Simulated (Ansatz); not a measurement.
# InSb: a line through an energy map

How does the energy of InSb (P4/mmm, No. 123; 2 atoms in the cell) vary with volume per atom, at c/a of the conventional cell = 1.888?

Method: DFT LDA, scalar-relativistic, plane waves, PAW, in Ansatz 0.2.0.

1 further run of the same task is left out (set aside as unsound or not needed).

### Step 1. The structure to begin with

The structure is tetragonal, space group P4/mmm (No. 123). Conventional cell: a = 3.008 Å, b = 3.008 Å, c = 6.033 Å, α = 90.00°, β = 90.00°, γ = 90.00°. In (site symmetry 4/mmm) has 4 In at 3.01 Å and 2 Sb at 3.02 Å as nearest neighbours. Sb (site symmetry 4/mmm) is surrounded by 4 Sb at 3.01 Å and 2 In at 3.02 Å.

Coordinates:

```xyz
2
Lattice="3.0083 0.0000 0.0000 0.0000 3.0083 0.0000 0.0000 0.0000 6.0325" Properties=species:S:1:pos:R:3 pbc="T T T"
In    0.0000    0.0000    0.0000
Sb    0.0000    0.0000    3.0163
```

It goes back to an entry of the Materials Project, which need not be the stable form.

This cell was relaxed beforehand with the same method: volume 27.30 Å³/atom, gap on the mesh none (metal).

### Step 2. Plan of the line

The energy is mapped over volume and the cell's shape.

- volume per atom: 5 values from 22.93 to 31.66 Å³
- c/a of the conventional cell: 5 values from 1.778 to 2.262

Nothing else is relaxed (symmetry fixes all fractional coordinates). Energies count from the relaxed crystal. Points are written as (first, second).

### Step 3. The run at (22.93 Å³, 1.888)

input.yaml

```yaml
crystal:
  lattice:
    - [2.8960387817, 0.0, 0.0]
    - [0.0, 2.8960387817, 0.0]
    - [0.0, 0.0, 5.4677212199]
  atoms:
    - { symbol: In, position: [0.0, 0.0, 0.0] }
    - { symbol: Sb, position: [0.0, 0.0, 0.5] }
basis:
  ecutwfc: 420
kpoints:
  mp_grid: { grid: [16, 16, 8] }
hamiltonian:
  xc: lda
  pseudopotentials: { kind: paw, azcp: { folder: soft_1 } }
scf:
  occupations: { method: gaussian, width: 0.15 }
output:
  forces: true
  stress: true
  eigenvalues: true
```

Started as:

```console
$ ansatz run input.yaml --threads 1 --pin off --max-ram 2048MiB --backend cpu --events-out ev --progress --plain --runs-dir out
```

Further runs follow: the other points of the line.

What does the calculation give? Wanted: for each run, volume per atom; energy; slope; pressure.

**Answer**, as computed:

```
volume per atom (Å³)  step  energy (meV/atom)  slope (meV/atom per Å³)  pressure (GPa)
               22.93     3                207                      −95            15.2
               25.11     4                 68                      −37             6.0
               27.30     5                 28                       −2             0.3
               29.48     6                 50                       20            −3.3
               31.66     7                111                       34            −5.5
```

Energies count from the relaxed crystal. Slopes come from the forces (and the stress, where the cell changes), not from differences of energies.

**Reading.** The lowest point of the line is at 27.30 Å³, 28 meV/atom from the zero. A fit to energies and slopes at the lowest point and its two neighbours puts the minimum at 27.438 Å³, with a curvature of about 12 meV/atom per (Å³)². V·d²E/dV² there is about 54 GPa, a bulk modulus under this line's constraint. The well is lopsided: two grid steps out, the energy rises by 179 meV/atom towards smaller values and 83 meV/atom towards larger ones. The highest point computed, at 22.93 Å³, lies 179 meV/atom above the lowest. This is one cut through a surface in two coordinates; the map's lowest point lies off it. The runs treat Sb without spin-orbit coupling.
